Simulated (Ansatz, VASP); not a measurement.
BAs in VASP and in Ansatz

INCAR

```
PREC = Accurate
ENCUT = 520
EDIFF = 1E-7
ISMEAR = 0
SIGMA = 0.022
LREAL = F
LASPH = T
NELM = 100
ALGO = Normal
ISIF = 2
LWAVE = F
LCHARG = F
GGA = PE
NBANDS = 11
```

File KPOINTS:

```
Automatic mesh
0
Gamma
  10 10 10
```

File POSCAR:

```
BAs
1.0
    0.0000000000      2.3885000000      2.3885000000
    2.3885000000      0.0000000000      2.3885000000
    2.3885000000      2.3885000000      0.0000000000
As B
1 1
Direct
    0.7500000000      0.7500000000      0.7500000000
    0.0000000000      0.0000000000      0.0000000000
```

File input.yaml:

```yaml
crystal:
  lattice:
    - [0.0, 2.3885, 2.3885]
    - [2.3885, 0.0, 2.3885]
    - [2.3885, 2.3885, 0.0]
  atoms:
    - { symbol: As, position: [0.75, 0.75, 0.75] }
    - { symbol: B, position: [0.0, 0.0, 0.0] }
kpoints:
  mp_grid: { grid: [10, 10, 10] }
scf:
  occupations: { method: gaussian, width: 0.022 }
hamiltonian:
  xc: pbe
  pseudopotentials: { kind: all_electron, lapw: { basis_error: 0.001 } }
output:
  forces: true
  stress: true
  eigenvalues: true
```

Alike in both runs: task single point; functional PBE; k mesh 10 × 10 × 10; occupations gaussian, width 0.022 eV; no spin polarisation.

|  | VASP | Ansatz |
| --- | --- | --- |
| version | VASP 6.6.1 | Ansatz 0.2.0 |
| potentials or method | VASP PAW PBE potentials, release 64 (As, B) | all-electron LAPW, scalar-relativistic |
| plane-wave cutoff (eV) | 520 | see its input |

Ansatz gave:

| Property | Result |
| --- | --- |
| gap on the k mesh at the Fermi level (eV) | 1.19 |
| least direct gap on the mesh (eV) | 3.28 |
| pressure (GPa) | 2.7 |

Problem. Estimate VASP's values.

Solution. gap on the k mesh at the Fermi level (eV): 1.18; least direct gap on the mesh (eV): 3.28; pressure (GPa): 3.4.

Ansatz ran all-electron here, so the differences hold the error of VASP's frozen core and of both bases.

A k mesh can miss the band edges. PBE gaps usually lie below the measured ones, often by a third to a half.
